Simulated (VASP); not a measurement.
A run of VASP 6.6.1 is set up as follows.

Contents of INCAR:

```
  PREC = Accurate
  ENCUT = 800
  EDIFF = 1E-8
  ISMEAR = 0
  SIGMA = 0.01
  LREAL = F
  LASPH = T
  NELM = 100
  ALGO = Normal
  ISIF = 2
  LWAVE = F
  LCHARG = F
  LEPSILON = T
```

The input KPOINTS:

```
regular mesh
0
Gamma
  14 14 14
```

POSCAR

```
ZnSe
1.0
    0.0000000000      2.8338000000      2.8338000000
    2.8338000000      0.0000000000      2.8338000000
    2.8338000000      2.8338000000      0.0000000000
Se Zn
1 1
Direct
    0.7500000000      0.7500000000      0.7500000000
    0.0000000000      0.0000000000      0.0000000000
```

Potentials or basis: VASP PAW LDA potentials, release 64 (Se, Zn).

Launch:

```console
$ cat potpaw_LDA.64/Se/POTCAR potpaw_LDA.64/Zn/POTCAR > POTCAR
$ mpirun -np 1 vasp_std > vasp.out
```

Question: Predict the electronic dielectric tensor (diagonal).

Answer: 7.69.

Question: Estimate the Born charges (mean of the diagonal).

Answer: Se -2.05; Zn +2.05 e.

Question: What does it give for the band gap on the k mesh?

Answer: 1.07 eV, direct.

Born effective charge tensors (e):
atom 1, Se
```
-2.05  0.00  0.00
 0.00 -2.05  0.00
 0.00  0.00 -2.05
```
atom 2, Zn
```
2.05 0.00 0.00
0.00 2.05 0.00
0.00 0.00 2.05
```

**Measured values to compare with.**

From “Alloy Disordering Effects on the Thermal Conductivity and Energy Gap Temperature Dependence of Cd1−xZnxSe Ternary Crystals Grown by the Bridgman Method”, 2023, pmc:10253836, for a bulk crystal of ZnSe at 300 K: band gap 2.695 ± 0.003 eV (an exciton energy, a little under the gap).

A printed reference work, textbook reports, for a bulk crystal of ZnSe: high-frequency dielectric constant 5.9.

Against the measured gap of ZnSe, 2.695 eV (an exciton energy, a little under the gap; 300 K; “Alloy Disordering Effects on the Thermal Conductivity and Energy Gap Temperature Dependence of Cd1−xZnxSe Ternary Crystals Grown by the Bridgman Method”, 2023, pmc:10253836), the calculated 1.07 eV is off by -1.63 eV. So large a miss can be the level of theory's own, or it may mean another phase, state or a wrong row. Spin-orbit coupling on Se is left out. The value is that of LDA, without temperature or zero-point motion. Semilocal functionals fall short of measured gaps as a rule. Against the measured high-frequency dielectric constant of ZnSe, 5.9 (a printed reference work, textbook), the calculated 7.69 is off by +30.4 %. So large a miss can be the level of theory's own, or it may mean another phase, state or a wrong row.
